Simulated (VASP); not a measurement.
The system is TiTe.

```xyz
2
Lattice="0.0000 3.0501 3.0501 3.0501 0.0000 3.0501 3.0501 3.0501 0.0000" Properties=species:S:1:pos:R:3 pbc="T T T"
Ti    3.0501    3.0501    3.0501
Te    0.0000    0.0000    0.0000
```

The cell comes from a database or a generator and needn't be the stable form of this composition.

| Property | Result |
| --- | --- |
| Program | VASP 6.6.1 |
| Task | relaxation of cell and atoms |
| Functional | BLYP |
| Dispersion | D3(BJ) |
| Potentials or basis | VASP PAW PBE potentials, release 64 (Ti_sv, Te) |
| Cutoff | 600 eV |
| k mesh | 8 × 8 × 8 |
| Occupations | fermi-dirac, width 0.05 eV |
| Spin | no spin polarisation |

At the start: pressure -13.1 GPa; volume 28.37 Å³/atom.

**Question.** Where does the relaxation end?

**Answer.** Over 3 steps the energy falls by 365.0 meV/atom and the volume is 21.47 Å³/atom (-24.3 %); space group Fm-3m (No. 225, to 0.05 Å).

Step by step:
```tsv
step	energy change (eV)	largest force (eV/Å)	pressure (GPa)	volume (Å³)
1	0.0000	0.0000	-13.14	56.75
2	-0.6530	0.0000	8.13	39.71
3	-0.7299	0.0000	0.00	42.95
```

Final structure:
```xyz
2
Lattice="0.0000 2.7795 2.7795 2.7795 0.0000 2.7795 2.7795 2.7795 0.0000" Properties=species:S:1:pos:R:3 pbc="T T T"
Ti    2.7795    2.7795    2.7795
Te    0.0000    0.0000    0.0000
```

Caveat: the volume moved by over 15 % at a fixed basis, so the end points are rough; the PAW data sets were made with another functional, which shifts forces and pressure a little.
